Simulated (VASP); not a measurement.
# Zr (Ibam) in VASP: single point with PBEsol

Aim: the single point of Zr with PBEsol.

Program: VASP 6.6.1. These are calculated values, not measurements. Logs are shortened: lines on timing, memory, paths and dates and some standing lists are left out, and cuts for length are marked.

## (1) Starting point

Symmetry: Ibam, No. 72, orthorhombic system. Conventional cell: a = 5.431 Å, b = 8.336 Å, c = 6.214 Å, α = 90.00°, β = 90.00°, γ = 90.00°. Around Zr (site symmetry 222) lie 10 Zr at 3.11 to 3.14 Å. Zr (site symmetry m) has 9 Zr at 2.97 to 3.22 Å as nearest neighbours.

This isn't the form of Zr at room conditions, which is hcp.

## (2) Single point, PBEsol

Contents of INCAR:

```
SYSTEM = Zr
PREC = Accurate
ENCUT = 520
EDIFF = 1E-6
ISMEAR = 0
SIGMA = 0.1
LREAL = .FALSE.
LASPH = .TRUE.
NELM = 100
ALGO = Fast
ISIF = 2
LWAVE = .FALSE.
LCHARG = .TRUE.
GGA = PS
LELF = .TRUE.
LVHAR = .TRUE.
NBANDS = 45
```

Contents of KPOINTS:

```
Automatic mesh
0
G
  4 4 4
  0 0 0
```

Contents of POSCAR:

```
Zr
1.0
   -2.7155207899      4.1680561700      3.1069835080
    2.7155207899     -4.1680561700      3.1069835080
    2.7155207899      4.1680561700     -3.1069835080
Zr
6
Direct
    0.2500000000      0.2500000000      0.0000000000
    0.7500000000      0.7500000000      0.0000000000
    0.3227186400      0.0783319100      0.4010505500
    0.8227186400      0.4216680900      0.2443867300
    0.6772813600      0.9216680900      0.5989494500
    0.1772813600      0.5783319100      0.7556132700
```

Potentials or basis: VASP PAW PBE potentials, release 64 (Zr_sv).

Started as:

```sh
cat potpaw_PBE.64/Zr_sv/POTCAR > POTCAR
mpirun -np 1 vasp_std > vasp.out
```

OUTCAR:

```text
SYSTEM = Zr
   PREC = Accurate
   ENCUT = 520
   EDIFF = 1E-6
   ISMEAR = 0
   LREAL = .FALSE.
   LASPH = .TRUE.
   NELM = 100
   ISIF = 2
   GGA = PS

 ion  position               nearest neighbor table
   1  0.250  0.250  0.000-   2 3.11   2 3.11   5 3.14   3 3.14   4 3.14   6 3.14   6 3.14   5 3.14
                             3 3.14   4 3.14   6 3.80   4 3.80   5 3.80   3 3.80
   2  0.750  0.750  0.000-   1 3.11   1 3.11   3 3.14   5 3.14   6 3.14   4 3.14   4 3.14   3 3.14
                             5 3.14   6 3.14   4 3.80   6 3.80   3 3.80   5 3.80
   3  0.323  0.078  0.401-   6 2.97   6 2.97   5 3.08   2 3.14   1 3.14   2 3.14   1 3.14   4 3.22
                             4 3.22   2 3.80   1 3.80   5 3.82   5 3.82
   4  0.823  0.422  0.244-   5 2.97   5 2.97   6 3.08   1 3.14   2 3.14   2 3.14   1 3.14   3 3.22
                             3 3.22   2 3.80   1 3.80   6 3.82   6 3.82
   5  0.677  0.922  0.599-   4 2.97   4 2.97   3 3.08   1 3.14   2 3.14   1 3.14   2 3.14   6 3.22
                             6 3.22   1 3.80   2 3.80   3 3.82   3 3.82
   6  0.177  0.578  0.756-   3 2.97   3 2.97   4 3.08   2 3.14   1 3.14   1 3.14   2 3.14   5 3.22
                             5 3.22   1 3.80   2 3.80   4 3.82   4 3.82

  LATTYP: Found a body centered orthorhombic cell.
 ALAT       =     5.4310415798
 B/A-ratio  =     1.1441575110
 C/A-ratio  =     1.5349012188

  Lattice vectors:

 A1 = (   2.7155207899,  -4.1680561700,  -3.1069835080)
 A2 = (  -2.7155207899,  -4.1680561700,   3.1069835080)
 A3 = (  -2.7155207899,   4.1680561700,  -3.1069835080)

Analysis of symmetry for initial positions (statically):
=====================================================================
 Subroutine PRICEL returns:
 Original cell was already a primitive cell.

 Routine SETGRP: Setting up the symmetry group for a
 body centered orthorhombic supercell.

 Subroutine GETGRP returns: Found  8 space group operations
 (whereof  4 operations were pure point group operations)
 out of a pool of  8 trial point group operations.

The static configuration has the point symmetry C_2h.
 The point group associated with its full space group is D_2h.

Analysis of symmetry for dynamics (positions and initial velocities):
=====================================================================
 Subroutine PRICEL returns:
 Original cell was already a primitive cell.

 Routine SETGRP: Setting up the symmetry group for a
 body centered orthorhombic supercell.

 Subroutine GETGRP returns: Found  8 space group operations
 (whereof  4 operations were pure point group operations)
 out of a pool of  8 trial point group operations.

The dynamic configuration has the point symmetry C_2h.
 The point group associated with its full space group is D_2h.

 Subroutine INISYM returns: Found  8 space group operations
 (whereof  4 operations are pure point group operations),
 and found     1 'primitive' translations

----------------------------------------------------------------------------------------

                                     Primitive cell

  volume of cell :     140.6649

  direct lattice vectors                    reciprocal lattice vectors
    -2.715520790  4.168056170  3.106983508     0.000000000  0.119959996  0.160927793
     2.715520790 -4.168056170  3.106983508     0.184126744  0.000000000  0.160927793
     2.715520790  4.168056170 -3.106983508     0.184126744  0.119959996  0.000000000

  length of vectors
     5.865159155  5.865159155  5.865159155     0.200719095  0.244541228  0.219756816

  position of ions in fractional coordinates (direct lattice)
     0.250000000  0.250000000  0.000000000
     0.750000000  0.750000000  0.000000000
     0.322718640  0.078331910  0.401050550
     0.822718640  0.421668090  0.244386730
     0.677281360  0.921668090  0.598949450
     0.177281360  0.578331910  0.755613270

  ion indices of the primitive-cell ions
   primitive index   ion index
                 1           1
                 2           2
                 3           3
                 4           4
                 5           5
                 6           6

----------------------------------------------------------------------------------------

 KPOINTS: Automatic mesh

Automatic generation of k-mesh.
 Grid dimensions read from file:
 generate k-points for:    4    4    4

 Generating k-lattice:

  Cartesian coordinates                     Fractional coordinates (reciprocal lattice)
     0.000000000  0.029989999  0.040231948     0.250000000  0.000000000  0.000000000
     0.046031686  0.000000000  0.040231948     0.000000000  0.250000000  0.000000000
     0.046031686  0.029989999  0.000000000     0.000000000  0.000000000  0.250000000

  Length of vectors
     0.050179774  0.061135307  0.054939204

  Shift w.r.t. Gamma in fractional coordinates (k-lattice)
     0.000000000  0.000000000  0.000000000

 Subroutine IBZKPT returns following result:
 ===========================================

 Found     18 irreducible k-points:

 Following reciprocal coordinates:
            Coordinates               Weight
  0.000000  0.000000  0.000000      1.000000
  0.250000 -0.000000  0.000000      4.000000
  0.500000 -0.000000  0.000000      2.000000
 -0.000000  0.250000  0.000000      4.000000
  0.250000  0.250000  0.000000      8.000000
  0.500000  0.250000  0.000000      8.000000
[... 10 lines left out ...]
 -0.250000 -0.250000  0.250000      2.000000
  0.500000  0.500000  0.500000      1.000000
   k-points           NKPTS =     18   k-points in BZ     NKDIM =     18   number of bands    NBANDS=     45
   number of dos      NEDOS =    301   number of ions     NIONS =      6
   total plane-waves  NPLWV = 110592
   dimension x,y,z NGX =    48 NGY =   48 NGZ =   48
   dimension x,y,z NGXF=    96 NGYF=   96 NGZF=   96
   ions per type =               6
   NGX,Y,Z   is equivalent  to a cutoff of  13.61, 13.61, 13.61 a.u.
   NGXF,Y,Z  is equivalent  to a cutoff of  27.21, 27.21, 27.21 a.u.
 SYSTEM =  Zr
   PREC   = accura    normal or accurate (medium, high low for compatibility)
   ISTART =      0    job   : 0-new  1-cont  2-samecut
   ICHARG =      2    charge: 1-file 2-atom 10-const
   ISPIN  =      1    spin polarized calculation?
   LNONCOLLINEAR =      F non collinear calculations
   LSORBIT =      F    spin-orbit coupling
   LASPH  =      T    aspherical Exc in radial PAW
   ENCUT  =  520.0 eV  38.22 Ry    6.18 a.u.  10.91 10.91 10.91*2*pi/ulx,y,z
   NELM   =    100;   NELMIN=  2; NELMDL= -5     # of ELM steps
   EDIFF  = 0.1E-05   stopping-criterion for ELM
[... 8 lines left out ...]
   TEBEG  =    0.0;   TEEND  =   0.0 temperature during run
   PSTRESS=    0.0 pullay stress
   NELECT =      72.0000    total number of electrons
   NUPDOWN=      -1.0000    fix difference up-down
   EMIN   =  10.00;   EMAX   =-10.00  energy-range for DOS
   EFERMI =   0.00;   METHOD = LEGACY
   ISMEAR =     0;   SIGMA  =   0.10  broadening in eV -4-tet -1-fermi 0-gaus
   EFERMI_NEDOS =   21; number of points for ismear=-14 and -15
   IALGO  =     68    algorithm
   IMIX   =      4    mixing-type and parameters
     AMIX     =   0.40;   BMIX     =  1.00
     AMIX_MAG =   1.60;   BMIX_MAG =  1.00
  volume/ion in A,a.u.               =      23.44       158.21
  Fermi-wavevector in a.u.,A,eV,Ry     =   1.309555  2.474700 23.333102  1.714935
  Thomas-Fermi vector in A             =   2.440146
   LORBIT       =      0    0 simple, 1 ext, 2 COOP (PROOUT), +10 PAW based schemes
   GGA     = PS    functional components
   LHFCALC =     F    Hartree Fock is set to
   AEXX    =    0.0000 exact exchange contribution
   IVDW    =     0    specifies the selected vdW correction
   LEPSILON=     F    determine dielectric tensor
   LRPA    =     F    only Hartree local field effects (RPA)
 non-spin polarized calculation
 RMM-DIIS sequential band-by-band and
 Gauss-broadening in eV      SIGMA  =   0.10
  energy-cutoff  :      520.00
  volume of cell :      140.66
 maximum number of plane-waves:      3799
 NGX is ok and might be reduce to    48
   NGX = 21   NGY = 21   NGZ = 21

 number of electron      72.0000000 magnetization

 Free energy of the ion-electron system (eV)
  ---------------------------------------------------
  ext. energy  EPLUGINS =         0.00000000
  ---------------------------------------------------
  free energy    TOTEN  =       -54.36578794 eV

  energy without entropy =      -54.32525515  energy(sigma->0) =      -54.34552155

 E-fermi :   8.5894     XC(G=0): -11.1541

 val. band max:        8.5787932675   @ k =   0.2500   0.5000   0.0000
 cond. band min:       8.5990636919   @ k =   0.2500  -0.0000   0.0000
 fundamental gap:      0.0202704244
 Fermi energy:         8.5893949109

 k-point     1 :       0.0000    0.0000    0.0000
  band No.  band energies     occupation
      1     -40.0301      2.00000
      2     -39.8871      2.00000
      3     -39.8336      2.00000
      4     -39.8231      2.00000
      5     -39.8198      2.00000
      6     -39.8188      2.00000
[... 37 lines left out ...]
     44      10.4261      0.00000
     45      10.5336      0.00000

 k-point     2 :       0.2500   -0.0000    0.0000
  band No.  band energies     occupation
      1     -40.0075      2.00000
      2     -39.9043      2.00000
      3     -39.8367      2.00000
      4     -39.8308      2.00000
      5     -39.8170      2.00000
      6     -39.8170      2.00000
[... 37 lines left out ...]
     44      10.2350      0.00000
     45      10.4731      0.00000

 k-point     3 :       0.5000   -0.0000    0.0000
  band No.  band energies     occupation
      1     -39.9539      2.00000
      2     -39.9539      2.00000
      3     -39.8379      2.00000
      4     -39.8379      2.00000
      5     -39.8153      2.00000
      6     -39.8153      2.00000
[... 709 lines left out ...]
     44      10.8441      0.00000
     45      10.8893      0.00000

 k-point    18 :       0.5000    0.5000    0.5000
  band No.  band energies     occupation
      1     -39.9353      2.00000
      2     -39.9243      2.00000
      3     -39.8917      2.00000
      4     -39.8581      2.00000
      5     -39.8234      2.00000
      6     -39.7818      2.00000
[... 37 lines left out ...]
     44      10.3890      0.00000
     45      11.0624      0.00000

------------------------ aborting loop because EDIFF is reached ----------------------------------------

  FORCE on cell =-STRESS in cart. coord.  units (eV):
  Direction    XX          YY          ZZ          XY          YZ          ZX
  --------------------------------------------------------------------------------------
  -------------------------------------------------------------------------------------
  Total       -2.9631344     -3.5893174     -3.2341498      0.0000000      0.0000000      0.0000000
  in kB      -33.7501963    -40.8824399    -36.8370701      0.0000000      0.0000000      0.0000000
  external PRESSURE =     -37.1565688 kB  Pullay stress =       0.0000000 kB

 VOLUME and BASIS-vectors are now :
 -----------------------------------------------------------------------------
  energy-cutoff  :      520.00
  volume of cell :      140.66
      direct lattice vectors                 reciprocal lattice vectors
    -2.715520790  4.168056170  3.106983508     0.000000000  0.119959996  0.160927793
     2.715520790 -4.168056170  3.106983508     0.184126744  0.000000000  0.160927793
     2.715520790  4.168056170 -3.106983508     0.184126744  0.119959996  0.000000000

 POSITION                                       TOTAL-FORCE (eV/Angst)
 -----------------------------------------------------------------------------------
      0.00000      0.00000      1.55349        -0.000000     -0.000000      0.000000
      0.00000      0.00000      4.66048         0.000000      0.000000      0.000000
      0.42542      2.69022      0.00000        -0.063069     -0.010066     -0.000000
     -0.42542      2.69022      3.10698         0.063069     -0.010066      0.000000
      2.29010      1.47784      3.10698         0.063069      0.010066      0.000000
      3.14094      1.47784      0.00000        -0.063069      0.010066     -0.000000
 -----------------------------------------------------------------------------------
    total drift:                               -0.000000      0.000000     -0.000000

  FREE ENERGIE OF THE ION-ELECTRON SYSTEM (eV)
  ---------------------------------------------------
  free  energy   TOTEN  =       -54.3657879383 eV

  energy  without entropy=      -54.3252551548  energy(sigma->0) =      -54.34552155
```

It took 4.6 min on 1 thread of Intel Xeon Platinum 8488C (Sapphire Rapids), shared host; peak memory 0.35 GiB.

What came out:

- Free energy: -54.3658 eV
- Pressure: -3.7 GPa
- Largest force: 0.064 eV/Å
- Band gap on the k mesh: none (metal or under the smearing width)

Forces on the atoms (eV/Å):
```
Zr   0.000  0.000  0.000
Zr   0.000  0.000  0.000
Zr  -0.063 -0.010  0.000
Zr   0.063 -0.010  0.000
Zr   0.063  0.010  0.000
Zr  -0.063  0.010  0.000
```

Levels at points of the mesh, in eV from the Fermi level:
```csv
k point,band 34,band 35,band 36,band 37,band 38,band 39
"(0.00, 0.00, 0.00)",-0.33,-0.12,0.06,0.21,0.57,0.62
"(0.50, 0.00, 0.00)",-1.00,-0.40,-0.40,0.41,0.41,0.97
"(0.00, 0.50, 0.00)",-0.87,-0.58,-0.58,-0.03,-0.03,0.78
"(0.50, 0.50, 0.00)",-0.45,-0.32,-0.06,0.07,0.34,0.70
"(0.50, 0.50, 0.50)",-0.75,0.04,0.11,0.12,0.21,0.50
```

Caveat: the k mesh is coarse (spacing up to 0.38 Å⁻¹), so the values aren't converged; the PAW data sets were made with another functional, which shifts forces and pressure a little.
